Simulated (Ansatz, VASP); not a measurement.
Two plane-wave programs on Ni

```
Ni
1.0
     0.00000    1.75969    1.75969
     1.75969    0.00000    1.75969
     1.75969    1.75969    0.00000
Ni
1
Direct
  0.00000 0.00000 0.00000
```

Alike in both runs: functional PBE; k mesh 15 × 15 × 15; occupations fermi-dirac, width 0.05 eV; collinear spin.

Ansatz relaxed the structure, and its values are those at the end. VASP's run is a single point on that final structure, the one shown.

```csv
,VASP,Ansatz
version,VASP 6.6.1,Ansatz 0.2.0
potentials or method,"VASP PAW PBE potentials, release 64 (Ni)","plane waves (420 eV) with PAW, scalar-relativistic"
plane-wave cutoff (eV),520,420
valence electrons in the cell,10,18
```

```csv
,VASP,Ansatz,Ansatz less VASP
pressure (GPa),-0.1,0.0,+0.11
net moment per atom (μB),0.64,0.66,+0.014
size of the moment on the site where the two differ most (μB),0.66,0.70,+0.041
```

Site moments also hang on the region over which each program counts them. The two sets of potentials don't hold the same shells in valence.
